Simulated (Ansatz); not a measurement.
input.yaml (Ansatz)

```yaml
crystal:
  lattice:
    - [2.5572142247, 0.0, 0.0]
    - [0.0, 2.5572142247, 0.0]
    - [0.0, 0.0, 2.5572142247]
  atoms:
    - { symbol: Ti, position: [0.0, 0.0, 0.0] }
hamiltonian:
  xc: revpbe
  pseudopotentials:
    kind: paw
    azcp:
      Ti: "pseudopotentials/Ti.paw.azcp"
basis:
  ecutwfc: 420
  fft_grid_basis: typed
kpoints:
  mp_grid: { grid: [13, 13, 13], shift: [0, 0, 0] }
magnetization:
  spin_polarized: false
scf:
  occupations: { method: fermi_dirac, width: 0.1 }
  lower_state_search: "off"
output:
  stress: true
```

and its output:

```
Engine: ansatz 0.2.0, aarch64-unknown-linux-gnu
Pseudopotentials: kind: paw
Pseudopotential: Ti, paw, valence charge 12, recommended cutoff 420 eV (normal) 
Functional definition: revPBE
  parameter kappa = 1.245
  parameter beta = 0.06672455060314922
  exchange = pbe_x(kappa = kappa, mu = beta*pi^2/3)
  correlation = pbe_c(beta = beta)
Crystal: 1 atoms, lattice volume = 16.723 Å³
Basis set: ecut = 420 eV, 341 PW (Γ)
Bands: 10, of which v1, the nominal top of the filled ones, is band 6 counted from 1 (5 counted from 0)
Symmetry: 48 space group operations
Space group: Pm-3m (ITA 221), of the structure as read, at distance tolerance 2.6e-5 Å
k-points: 84 of 2197
Non-local potential: Ti, projectors of the file, l = 0: 3, l = 1: 2, l = 2: 3, l = 3: 1
PAW form: soft (Blöchl's): semilocal exchange-correlation on the pseudo side does not see the compensation charge
PAW frozen core: Ti, regenerated for the run's functional, and the local potential with it (the file was generated under x = pbe(κ = 0.804, μ = 0.2195149727645171), c = pbe(β = 0.06672455060314922))
PAW one-centre angular grid: Ti, 590 points (default); XC on 64 Gauss nodes
Initial density: superposition of atomic densities (neutral atoms: chi_scale 0, normalization atom), corrected by the library's trained network
Initial wavefunctions: pseudopotential atomic-orbital guess
Functional: x = revpbe(κ = 1.245, μ = 0.2195149727645171), c = pbe(β = 0.06672455060314922)
SCF iter   1: F=—  HF=-2501.909317 eV  |F-HF|=—  |Δ(HF+E_count)|=         —  Δρ=1.01e-2  dr2=1.61e-2  ethr=1.77e-3  ⟨swp⟩=4.7  Hψ=4626  notcnv=0
SCF iter   2: F=—  HF=-2501.905708 eV  |F-HF|=—  |Δ(HF+E_count)|=   3.61e-3  Δρ=4.27e-3  dr2=2.71e-3  ethr=1.34e-4  ⟨swp⟩=2.0  Hψ=1777  notcnv=0
SCF iter   3: F=—  HF=-2501.905095 eV  |F-HF|=—  |Δ(HF+E_count)|=   6.13e-4  Δρ=7.88e-4  dr2=6.78e-5  ethr=2.26e-5  ⟨swp⟩=2.1  Hψ=1007  notcnv=0
SCF iter   4: F=—  HF=-2501.905100 eV  |F-HF|=—  |Δ(HF+E_count)|=   4.96e-6  Δρ=1.22e-4  dr2=2.23e-6  ethr=5.65e-7  ⟨swp⟩=2.0  Hψ=1034  notcnv=0
iter 5 did not close the SCF: its close was put off for the readings that it lacked (scf_convergence_deferred on its scf_iter line)
SCF iter   5: F=-2501.905101 eV  HF=-2501.905101 eV  |F-HF|=3.21e-8  |Δ(HF+E_count)|=   6.67e-7  Δρ=1.99e-5  dr2=4.77e-8  ethr=1.86e-8  ⟨swp⟩=3.0  Hψ=1411  notcnv=0
SCF iter   6: F=-2501.905101 eV  HF=-2501.905101 eV  |F-HF|=5.21e-10  |Δ(HF+E_count)|=   8.78e-9  Δρ=2.29e-6  dr2=6.93e-10  ethr=3.98e-10  ⟨swp⟩=2.0  Hψ=2773  notcnv=0
SCF 1 converged in 6 iterations: F = -2501.905101 eV  dr2 = 6.93e-10
SCF converged after 6 iterations
Free energy (F): -2501.905101 eV
Harris-Foulkes:  -2501.905101 eV  (|F-HF|=5.21e-10)
Internal energy: -2501.835753 eV  (E = F + TS)
E sigma→0 (E₀):  -2501.870427 eV
Entropy (-TS):   -0.069348 eV (-69.348 meV/atom)
Fermi energy:    13.890070 eV
--- Per-component energies (eV) ---
  E_band       = -147.553205
  E_kinetic    = 276.440546
  E_local      = -836.861314  (includes V_loc(G=0)·N_el)
  E_nonlocal   = 9.872571
  E_hartree    = 349.499726
  E_xc         = -98.066076
  E_vxc        = -122.580487  (∫ρ·V_xc dr)
  E_paw        = -1052.354583  (= ΣΔE_a)
  E_vpaw       = -173.423166  (= ΣTr[D̂ρ^β])
  E_aug_tail   = 0.000141  (compensation charges beyond the density's cutoff)
  E_ewald      = -1150.328969
  E_core_change = -0.037795  (= ΣΔE_core)
  E_smearing   = -0.069348  (= −TS)
  E_closure    = -0.000000  (closes the sum)
  Σ components = -2501.905101   (vs F -2501.905101, Δ=0.00e0)
--- Stress (GPa, compression-positive) ---
       11.641623       0.000000       0.000000
       -0.000000      11.641623       0.000000
        0.000000       0.000000      11.641623
  P = ⅓ Tr σ = 11.6416 GPa (116.416 kbar)
```
